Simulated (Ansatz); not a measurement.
# AlRu: the cost of one run

Computed with Ansatz 0.2.0 (DFT PBE, scalar-relativistic, plane waves, PAW, unless a step's input says otherwise).

2 further runs of the same task are left out: 2 set aside as unsound or not needed.

## (1) Starting point

The structure is cubic, space group Pm-3m (No. 221). Conventional cell: a = 3.004 Å, b = 3.004 Å, c = 3.004 Å, α = 90.00°, β = 90.00°, γ = 90.00°. Al (site symmetry m-3m) has 8 Ru at 2.60 Å in its first shell of neighbours. Ru (site symmetry m-3m) has 8 Al at 2.60 Å in its first shell of neighbours.

Coordinates:

```cif
data_structure
_symmetry_space_group_name_H-M 'Pm-3m'
_symmetry_Int_Tables_number 221
_cell_length_a 3.0041
_cell_length_b 3.0041
_cell_length_c 3.0041
_cell_angle_alpha 90.000
_cell_angle_beta 90.000
_cell_angle_gamma 90.000
_cell_volume 27.11
loop_
_atom_site_label
_atom_site_type_symbol
_atom_site_symmetry_multiplicity
_atom_site_Wyckoff_symbol
_atom_site_fract_x
_atom_site_fract_y
_atom_site_fract_z
_atom_site_occupancy
Al1 Al 1 a 0.00000 0.00000 0.00000 1
Ru1 Ru 1 b 0.50000 0.50000 0.50000 1
```

This cell was relaxed beforehand with the same method: volume 13.56 Å³/atom, gap on the mesh none (metal).

## (2) A bulk reference on a matched mesh

The same crystal, re-cut so that c stands normal to the (211) plane; its mesh matches that of the cells to come, so errors of the mesh cancel.

Contents of input.yaml:

```yaml
crystal:
  lattice:
    - [4.2484173601, 0.0, 0.0]
    - [0.0, 5.2032273734, 0.0]
    - [0.0, 0.0, 7.3584747195]
  atoms:
    - { symbol: Al, position: [0.0, 0.0, 0.0] }
    - { symbol: Al, position: [0.5, 0.6666666667, 0.1666666667] }
    - { symbol: Al, position: [0.0, 0.3333333333, 0.3333333333] }
    - { symbol: Al, position: [0.5, 0.0, 0.5] }
    - { symbol: Al, position: [0.0, 0.6666666667, 0.6666666667] }
    - { symbol: Al, position: [0.5, 0.3333333333, 0.8333333333] }
    - { symbol: Ru, position: [1.0, 0.5, 1.0] }
    - { symbol: Ru, position: [0.5, 0.1666666667, 0.1666666667] }
    - { symbol: Ru, position: [1.0, 0.8333333333, 0.3333333333] }
    - { symbol: Ru, position: [0.5, 0.5, 0.5] }
    - { symbol: Ru, position: [0.0, 0.1666666667, 0.6666666667] }
    - { symbol: Ru, position: [0.5, 0.8333333333, 0.8333333333] }
basis:
  ecutwfc: 420
kpoints:
  mp_grid: { grid: [8, 8, 6] }
hamiltonian:
  xc: pbe
scf:
  occupations: { method: gaussian, width: 0.1 }
output:
  forces: true
  stress: true
  eigenvalues: true
```

The run is started by

```sh
ansatz run input.yaml --threads 4 --pin off --max-ram 11264MiB --backend cpu --events-out ev --progress --plain --runs-dir out
```

What time and memory should one allow on 4 threads of Intel Xeon Platinum 8488C (Sapphire Rapids), shared host?

About 21 s, with a peak of 1.3 GiB.
